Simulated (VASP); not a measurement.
# K (I4/mmm) in VASP: a series of runs

One crystal, K, is run at these levels: LDA; tasks: single point.

Program: VASP 6.6.1. These are calculated values, not measurements. Logs are shortened: lines on timing, memory, paths and dates and some standing lists are left out, and cuts for length are marked.

### Step 1. The cell of the first run

The structure is tetragonal, space group I4/mmm (No. 139). The conventional cell has a = 4.817 Å, b = 4.817 Å, c = 5.655 Å, α = 90.00°, β = 90.00°, γ = 90.00°. Around K (site symmetry 4/mmm) lie 8 K at 4.43 Å.

This isn't the form of K at room conditions, which is bcc.

### Step 2. Single point, LDA (strain -0.080 along x and y, +0.080 along z, atoms carried along)

The input, INCAR:

```
SYSTEM = K
PREC = Accurate ; ENCUT = 520
EDIFF = 1E-7 ; ISMEAR = 0
SIGMA = 0.15 ; LREAL = .FALSE.
LASPH = .TRUE. ; NELM = 100
ALGO = Fast ; ISIF = 2
LWAVE = .FALSE. ; LCHARG = .TRUE.
GGA = CA ; LELF = .TRUE.
LVHAR = .TRUE. ; NBANDS = 10
```

The input, KPOINTS:

```
regular mesh
0
G
  14 14 14
  0 0 0
```

The input, POSCAR:

```
K
1.0
   -2.4085600000      2.4085600000      2.8274400000
    2.4085600000     -2.4085600000      2.8274400000
    2.4085600000      2.4085600000     -2.8274400000
K
1
Direct
    0.0000000000      0.0000000000      0.0000000000
```

Potentials or basis: VASP PAW LDA potentials, release 64 (K_sv).

Command:

```bash
cat potpaw_LDA.64/K_sv/POTCAR > POTCAR
mpirun -np 1 vasp_std > vasp.out
```

OUTCAR:

```text
SYSTEM = K
   PREC = Accurate
   ENCUT = 520
   EDIFF = 1E-7
   ISMEAR = 0
   LREAL = .FALSE.
   LASPH = .TRUE.
   NELM = 100
   ISIF = 2
   GGA = CA

 ion  position               nearest neighbor table
   1  0.000  0.000  0.000-

  LATTYP: Found a body centered tetragonal cell.
 ALAT       =     4.8171200000
 C/A-ratio  =     1.1739130435

  Lattice vectors:

 A1 = (  -2.4085600000,   2.4085600000,   2.8274400000)
 A2 = (   2.4085600000,  -2.4085600000,   2.8274400000)
 A3 = (   2.4085600000,   2.4085600000,  -2.8274400000)

Analysis of symmetry for initial positions (statically):
=====================================================================
 Subroutine PRICEL returns:
 Original cell was already a primitive cell.

 Routine SETGRP: Setting up the symmetry group for a
 body centered tetragonal supercell.

 Subroutine GETGRP returns: Found 16 space group operations
 (whereof 16 operations were pure point group operations)
 out of a pool of 16 trial point group operations.

The static configuration has the point symmetry D_4h.

Analysis of symmetry for dynamics (positions and initial velocities):
=====================================================================
 Subroutine PRICEL returns:
 Original cell was already a primitive cell.

 Routine SETGRP: Setting up the symmetry group for a
 body centered tetragonal supercell.

 Subroutine GETGRP returns: Found 16 space group operations
 (whereof 16 operations were pure point group operations)
 out of a pool of 16 trial point group operations.

The dynamic configuration has the point symmetry D_4h.

 Subroutine INISYM returns: Found 16 space group operations
 (whereof 16 operations are pure point group operations),
 and found     1 'primitive' translations

----------------------------------------------------------------------------------------

                                     Primitive cell

  volume of cell :      65.6097

  direct lattice vectors                    reciprocal lattice vectors
    -2.408560000  2.408560000  2.827440000     0.000000000  0.207592919  0.176838412
     2.408560000 -2.408560000  2.827440000     0.207592919  0.000000000  0.176838412
     2.408560000  2.408560000 -2.827440000     0.207592919  0.207592919  0.000000000

  length of vectors
     4.426820473  4.426820473  4.426820473     0.272702482  0.272702482  0.293580721

  position of ions in fractional coordinates (direct lattice)
     0.000000000  0.000000000  0.000000000

  ion indices of the primitive-cell ions
   primitive index   ion index
                 1           1

----------------------------------------------------------------------------------------

 KPOINTS: regular mesh

Automatic generation of k-mesh.
 Grid dimensions read from file:
 generate k-points for:   14   14   14

 Generating k-lattice:

  Cartesian coordinates                     Fractional coordinates (reciprocal lattice)
     0.000000000  0.014828066  0.012631315     0.071428571  0.000000000  0.000000000
     0.014828066  0.000000000  0.012631315     0.000000000  0.071428571  0.000000000
     0.014828066  0.014828066  0.000000000     0.000000000  0.000000000  0.071428571

  Length of vectors
     0.019478749  0.019478749  0.020970051

  Shift w.r.t. Gamma in fractional coordinates (k-lattice)
     0.000000000  0.000000000  0.000000000

 Subroutine IBZKPT returns following result:
 ===========================================

 Found    244 irreducible k-points:

 Following reciprocal coordinates:
            Coordinates               Weight
  0.000000  0.000000  0.000000      1.000000
  0.071429  0.000000  0.000000      8.000000
  0.142857  0.000000  0.000000      8.000000
  0.214286 -0.000000  0.000000      8.000000
  0.285714 -0.000000  0.000000      8.000000
  0.357143 -0.000000  0.000000      8.000000
[... 16 lines left out ...]
  0.214286  0.142857  0.000000     16.000000
  0.285714  0.142857  0.000000     16.000000
 [... further k-points ...]
   k-points           NKPTS =    244   k-points in BZ     NKDIM =    244   number of bands    NBANDS=     10
   number of dos      NEDOS =    301   number of ions     NIONS =      1
   total plane-waves  NPLWV =  46656
   dimension x,y,z NGX =    36 NGY =   36 NGZ =   36
   dimension x,y,z NGXF=    72 NGYF=   72 NGZF=   72
   ions per type =               1
   NGX,Y,Z   is equivalent  to a cutoff of  13.52, 13.52, 13.52 a.u.
   NGXF,Y,Z  is equivalent  to a cutoff of  27.04, 27.04, 27.04 a.u.
 SYSTEM =  K
   PREC   = accura    normal or accurate (medium, high low for compatibility)
   ISTART =      0    job   : 0-new  1-cont  2-samecut
   ICHARG =      2    charge: 1-file 2-atom 10-const
   ISPIN  =      1    spin polarized calculation?
   LNONCOLLINEAR =      F non collinear calculations
   LSORBIT =      F    spin-orbit coupling
   LASPH  =      T    aspherical Exc in radial PAW
   ENCUT  =  520.0 eV  38.22 Ry    6.18 a.u.   8.23  8.23  8.23*2*pi/ulx,y,z
   NELM   =    100;   NELMIN=  2; NELMDL= -5     # of ELM steps
   EDIFF  = 0.1E-06   stopping-criterion for ELM
   LREAL  =      F    real-space projection
   EDIFFG = 0.1E-05   stopping-criterion for IOM
   NSW    =      0    number of steps for IOM
   IBRION =     -1    ionic relax: 0-MD 1-quasi-New 2-CG
   NFREE  =      0    steps in history (QN), initial steepest desc. (CG)
   ISIF   =      2    stress and relaxation
   ISYM   =      2    0-nonsym 1-usesym 2-fastsym
   POTIM  = 0.5000    time-step for ionic-motion
   TEBEG  =    0.0;   TEEND  =   0.0 temperature during run
   PSTRESS=    0.0 pullay stress
   NELECT =       9.0000    total number of electrons
   NUPDOWN=      -1.0000    fix difference up-down
   EMIN   =  10.00;   EMAX   =-10.00  energy-range for DOS
   EFERMI =   0.00;   METHOD = LEGACY
   ISMEAR =     0;   SIGMA  =   0.15  broadening in eV -4-tet -1-fermi 0-gaus
   EFERMI_NEDOS =   21; number of points for ismear=-14 and -15
   IALGO  =     68    algorithm
   IMIX   =      4    mixing-type and parameters
     AMIX     =   0.40;   BMIX     =  1.00
     AMIX_MAG =   1.60;   BMIX_MAG =  1.00
  volume/ion in A,a.u.               =      65.61       442.76
  Fermi-wavevector in a.u.,A,eV,Ry     =   0.844305  1.595506  9.698935  0.712852
  Thomas-Fermi vector in A             =   1.959312
   LORBIT       =      0    0 simple, 1 ext, 2 COOP (PROOUT), +10 PAW based schemes
   GGA     = CA    functional components
   LHFCALC =     F    Hartree Fock is set to
   AEXX    =    0.0000 exact exchange contribution
   IVDW    =     0    specifies the selected vdW correction
   LEPSILON=     F    determine dielectric tensor
   LRPA    =     F    only Hartree local field effects (RPA)
 non-spin polarized calculation
 RMM-DIIS sequential band-by-band and
 Gauss-broadening in eV      SIGMA  =   0.15
  energy-cutoff  :      520.00
  volume of cell :       65.61
 maximum number of plane-waves:      1792
 NGX is ok and might be reduce to    36
   NGX = 17   NGY = 17   NGZ = 17

 number of electron       9.0000000 magnetization

 Free energy of the ion-electron system (eV)
  ---------------------------------------------------
  ext. energy  EPLUGINS =         0.00000000
  ---------------------------------------------------
  free energy    TOTEN  =        -1.16811136 eV

  energy without entropy =       -1.15988782  energy(sigma->0) =       -1.16399959

 E-fermi :  -0.0512     XC(G=0):  -6.1711

 val. band max:       -0.0648760571   @ k =  -0.2143   0.3571   0.2143
 cond. band min:      -0.0460950561   @ k =   0.5000   0.2857   0.0714
 fundamental gap:      0.0187810010
 Fermi energy:        -0.0512353471

 k-point     1 :       0.0000    0.0000    0.0000
  band No.  band energies     occupation
      1     -31.8058      2.00000
      2     -15.4760      2.00000
      3     -15.4760      2.00000
      4     -15.4746      2.00000
      5      -2.3860      2.00000
      6       4.0445      0.00000
      7       4.0445      0.00000
      8       4.6766      0.00000
      9       4.7799      0.00000
     10       5.6412      0.00000

 k-point     2 :       0.0714    0.0000    0.0000
  band No.  band energies     occupation
      1     -31.8054      2.00000
      2     -15.4809      2.00000
      3     -15.4774      2.00000
      4     -15.4753      2.00000
      5      -2.3185      2.00000
      6       3.9573      0.00000
      7       4.0535      0.00000
      8       4.6171      0.00000
      9       4.7535      0.00000
     10       5.5747      0.00000

 k-point     3 :       0.1429    0.0000    0.0000
  band No.  band energies     occupation
      1     -31.8044      2.00000
      2     -15.4958      2.00000
      3     -15.4812      2.00000
      4     -15.4756      2.00000
      5      -2.1186      2.00000
      6       3.6183      0.00000
      7       4.0270      0.00000
      8       4.5945      0.00000
      9       4.7621      0.00000
     10       5.4460      0.00000

 k-point     4 :       0.2143   -0.0000    0.0000
  band No.  band energies     occupation
      1     -31.8029      2.00000
      2     -15.5172      2.00000
      3     -15.4867      2.00000
      4     -15.4760      2.00000
      5      -1.7943      2.00000
      6       3.0803      0.00000
      7       3.8959      0.00000
      8       4.6556      0.00000
      9       4.9403      0.00000
     10       5.3619      0.00000
[... 222 lines left out ...]
 k-point    22 :       0.1429    0.1429    0.0000
  band No.  band energies     occupation
      1     -31.8023      2.00000
      2     -15.5233      2.00000
      3     -15.4905      2.00000
      4     -15.4779      2.00000
      5      -1.6435      2.00000
      6       3.0205      0.00000
      7       3.6068      0.00000
      8       4.6749      0.00000
      9       4.9554      0.00000
     10       5.5024      0.00000

 k-point    23 :       0.2143    0.1429    0.0000
  band No.  band energies     occupation
      1     -31.8008      2.00000
      2     -15.5411      2.00000
      3     -15.4983      2.00000
      4     -15.4793      2.00000
      5      -1.2312      2.00000
      6       2.5536      0.00000
      7       3.3331      0.00000
      8       4.7682      0.00000
      9       5.0174      0.00000
     10       5.6570      0.00000

 k-point    24 :       0.2857    0.1429    0.0000
  band No.  band energies     occupation
      1     -31.7995      2.00000
      2     -15.5575      2.00000
      3     -15.5055      2.00000
      4     -15.4808      2.00000
      5      -0.7228      2.00000
      6       1.9912      0.00000
      7       3.1377      0.00000
      8       4.6455      0.00000
      9       5.2597      0.00000
     10       5.9120      0.00000

 [... further k-points ...]

------------------------ aborting loop because EDIFF is reached ----------------------------------------

  FORCE on cell =-STRESS in cart. coord.  units (eV):
  Direction    XX          YY          ZZ          XY          YZ          ZX
  --------------------------------------------------------------------------------------
  -------------------------------------------------------------------------------------
  Total       -0.0438474     -0.0438474     -0.0390881      0.0000000      0.0000000      0.0000000
  in kB       -1.0707451     -1.0707451     -0.9545232      0.0000000      0.0000000      0.0000000
  external PRESSURE =      -1.0320044 kB  Pullay stress =       0.0000000 kB

 VOLUME and BASIS-vectors are now :
 -----------------------------------------------------------------------------
  energy-cutoff  :      520.00
  volume of cell :       65.61
      direct lattice vectors                 reciprocal lattice vectors
    -2.408560000  2.408560000  2.827440000     0.000000000  0.207592919  0.176838412
     2.408560000 -2.408560000  2.827440000     0.207592919  0.000000000  0.176838412
     2.408560000  2.408560000 -2.827440000     0.207592919  0.207592919  0.000000000

 POSITION                                       TOTAL-FORCE (eV/Angst)
 -----------------------------------------------------------------------------------
      0.00000      0.00000      0.00000         0.000000      0.000000     -0.000000
 -----------------------------------------------------------------------------------
    total drift:                               -0.000000      0.000000      0.000000

  FREE ENERGIE OF THE ION-ELECTRON SYSTEM (eV)
  ---------------------------------------------------
  free  energy   TOTEN  =        -1.1681113631 eV

  energy  without entropy=       -1.1598878161  energy(sigma->0) =       -1.16399959
```

It took 2.9 min on 1 thread of Intel Xeon Platinum 8488C (Sapphire Rapids), shared host; peak memory 0.27 GiB.

What came out:

- Free energy: -1.1681 eV
- Pressure: -0.1 GPa
- Band gap on the k mesh: none (metal or under the smearing width)

### Step 3. Single point, LDA (strain +0.000 along x and y, +0.080 along z, atoms carried along)

The input, INCAR:

```
SYSTEM = K
ALGO = Fast
EDIFF = 1E-6
ENCUT = 520
ISIF = 2
ISMEAR = 0
LASPH = .TRUE.
LCHARG = .FALSE.
LREAL = .FALSE.
LWAVE = .FALSE.
NBANDS = 10
NELM = 100
PREC = Accurate
SIGMA = 0.15
```

The input, KPOINTS:

```
k-points
0
G
  14 14 14
  0 0 0
```

The input, POSCAR:

```
K
1.0
   -2.6180000000      2.6180000000      2.8274400000
    2.6180000000     -2.6180000000      2.8274400000
    2.6180000000      2.6180000000     -2.8274400000
K
1
Direct
    0.0000000000      0.0000000000      0.0000000000
```

Potentials or basis: VASP PAW LDA potentials, release 64 (K_sv).

Command:

```bash
cat potpaw_LDA.64/K_sv/POTCAR > POTCAR
mpirun -np 1 vasp_std > vasp.out
```

OUTCAR:

```text
SYSTEM = K
   EDIFF = 1E-6
   ENCUT = 520
   ISIF = 2
   ISMEAR = 0
   LASPH = .TRUE.
   LREAL = .FALSE.
   NELM = 100
   PREC = Accurate

 ion  position               nearest neighbor table
   1  0.000  0.000  0.000-

  LATTYP: Found a body centered tetragonal cell.
 ALAT       =     5.2360000000
 C/A-ratio  =     1.0800000000

  Lattice vectors:

 A1 = (  -2.6180000000,   2.6180000000,   2.8274400000)
 A2 = (   2.6180000000,  -2.6180000000,   2.8274400000)
 A3 = (   2.6180000000,   2.6180000000,  -2.8274400000)

Analysis of symmetry for initial positions (statically):
=====================================================================
 Subroutine PRICEL returns:
 Original cell was already a primitive cell.

 Routine SETGRP: Setting up the symmetry group for a
 body centered tetragonal supercell.

 Subroutine GETGRP returns: Found 16 space group operations
 (whereof 16 operations were pure point group operations)
 out of a pool of 16 trial point group operations.

The static configuration has the point symmetry D_4h.

Analysis of symmetry for dynamics (positions and initial velocities):
[... 165 lines left out ...]

 k-point     1 :       0.0000    0.0000    0.0000
  band No.  band energies     occupation
      1     -32.2725      2.00000
      2     -15.9555      2.00000
      3     -15.9555      2.00000
      4     -15.9553      2.00000
      5      -2.5046      2.00000
      6       3.5949      0.00000
      7       3.5949      0.00000
      8       3.9346      0.00000
      9       4.3537      0.00000
     10       4.8092      0.00000
[... 287 lines left out ...]
 k-point    24 :       0.2857    0.1429   -0.0000
  band No.  band energies     occupation
      1     -32.2696      2.00000
      2     -16.0016      2.00000
      3     -15.9731      2.00000
      4     -15.9581      2.00000
      5      -0.9693      2.00000
      6       1.5424      0.00000
      7       2.5496      0.00000
      8       4.1124      0.00000
      9       4.5850      0.00000
     10       4.9899      0.00000

 [... further k-points ...]

------------------------ aborting loop because EDIFF is reached ----------------------------------------

  FORCE on cell =-STRESS in cart. coord.  units (eV):
  Direction    XX          YY          ZZ          XY          YZ          ZX
  --------------------------------------------------------------------------------------
  -------------------------------------------------------------------------------------
  Total       -0.2866995     -0.2866995     -0.2921107      0.0000000     -0.0000000      0.0000000
  in kB       -5.9257713     -5.9257713     -6.0376138      0.0000000     -0.0000000      0.0000000
  external PRESSURE =      -5.9630521 kB  Pullay stress =       0.0000000 kB

 VOLUME and BASIS-vectors are now :
 -----------------------------------------------------------------------------
  energy-cutoff  :      520.00
  volume of cell :       77.52
      direct lattice vectors                 reciprocal lattice vectors
    -2.618000000  2.618000000  2.827440000     0.000000000  0.190985485  0.176838412
     2.618000000 -2.618000000  2.827440000     0.190985485  0.000000000  0.176838412
     2.618000000  2.618000000 -2.827440000     0.190985485  0.190985485  0.000000000

 POSITION                                       TOTAL-FORCE (eV/Angst)
 -----------------------------------------------------------------------------------
      0.00000      0.00000      0.00000        -0.000000      0.000000     -0.000000
 -----------------------------------------------------------------------------------
    total drift:                               -0.000000      0.000000      0.000000

  FREE ENERGIE OF THE ION-ELECTRON SYSTEM (eV)
  ---------------------------------------------------
  free  energy   TOTEN  =        -1.1401988656 eV

  energy  without entropy=       -1.1310637248  energy(sigma->0) =       -1.13563130
```

OSZICAR:

```text
N       E                     dE             d eps       ncg     rms          rms(c)
DAV:   1     0.483690328442E+02    0.48369E+02   -0.34955E+03  4880   0.682E+02
DAV:   2     0.723446074421E+00   -0.47646E+02   -0.46753E+02  5208   0.205E+02
DAV:   3    -0.106847743430E+01   -0.17919E+01   -0.17815E+01  7618   0.293E+01
DAV:   4    -0.113898668291E+01   -0.70509E-01   -0.70285E-01  6742   0.487E+00
DAV:   5    -0.114090576625E+01   -0.19191E-02   -0.19180E-02  7794   0.580E-01    0.195E+00
RMM:   6    -0.114027990505E+01    0.62586E-03   -0.10076E-03  6655   0.209E-01    0.122E+00
RMM:   7    -0.114011819270E+01    0.16171E-03   -0.24124E-03  7246   0.315E-01    0.707E-02
RMM:   8    -0.114017565060E+01   -0.57458E-04   -0.40085E-04  7894   0.142E-01    0.253E-02
RMM:   9    -0.114019622290E+01   -0.20572E-04   -0.67480E-05  7928   0.647E-02    0.122E-02
RMM:  10    -0.114019839729E+01   -0.21744E-05   -0.33976E-05  8156   0.316E-02    0.552E-03
RMM:  11    -0.114019886556E+01   -0.46828E-06   -0.54387E-06  7174   0.125E-02
   1 F= -.11401989E+01 E0= -.11356313E+01  d E =-.913514E-02
```

stdout:

```text
POSCAR found type information on POSCAR K
 POSCAR found :  1 types and       1 ions
 scaLAPACK will be used
 LDA part: xc-table for (Slater(with rela. corr.)+CA(PZ))
 , standard interpolation
 POSCAR, INCAR and KPOINTS ok, starting setup
 FFT: planning ... GRIDC
 FFT: planning ... GRID_SOFT
 FFT: planning ... GRID
 WAVECAR not read
 entering main loop
WARNING in EDDRMM: call to ZHEGV failed, returncode =   6  3      5
WARNING in EDDRMM: call to ZHEGV failed, returncode =   6  3      7
```

It took 2.3 min on 1 thread of Intel Xeon Platinum 8488C (Sapphire Rapids), shared host; peak memory 0.29 GiB.

What came out:

```yaml
Free_energy: -1.1402 eV
Pressure: -0.6 GPa
Band_gap_on_the_k_mesh: none (metal or under the smearing width)
```

Levels at points of the mesh, in eV from the Fermi level:
```csv
k point,band 2,band 3,band 4,band 5,band 6,band 7,band 8,band 9
"(0.00, 0.00, 0.00)",-15.54,-15.54,-15.54,-2.09,4.01,4.01,4.35,4.77
"(0.50, 0.00, 0.00)",-15.60,-15.56,-15.54,0.35,0.65,3.21,4.50,5.45
"(0.50, 0.50, 0.00)",-15.60,-15.57,-15.55,0.52,0.83,2.81,4.76,5.49
"(0.50, 0.50, 0.50)",-15.59,-15.58,-15.58,1.57,1.82,2.79,3.60,3.60
```
